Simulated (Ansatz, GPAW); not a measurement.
**One calculation of Al2Cu, 3 ways**

```
CELL_PARAMETERS angstrom
4.10518 0.00000 0.00000
0.00000 4.10518 0.00000
0.00000 0.00000 2.89131
ATOMIC_POSITIONS crystal
Cu 0.00000 0.00000 0.00000
Al 0.00000 0.50000 0.50000
Al 0.50000 0.00000 0.50000
```

The cell comes from a database or a generator and needn't be the stable form of this composition.

Alike in all runs: task band structure; functional PBEsol; k mesh 7 × 7 × 9; occupations fermi-dirac, width 0.05 eV; no spin polarisation; no spin-orbit coupling. Pressure is positive in compression and, in plane waves, holds the error of the finite cutoff, which Ansatz's Pulay term estimates and takes out.

```tsv
program and potentials	plane-wave cutoff (eV)	notes	band gap (eV)	pressure (GPa)
Ansatz, PAW datasets made for the crystal	220	-	no gap	-2.37
Ansatz, all-electron LAPW, scalar-relativistic	-	-	?	?
GPAW, PAW data sets generated for this functional	600	-	no gap	-1.83
```

Task: Estimate from the other rows what the run with Ansatz, all-electron LAPW, scalar-relativistic gave.

Result: No band gap; pressure -2.36 GPa. The other rows, which needn't bracket it: pressure -2.37 to -1.83.
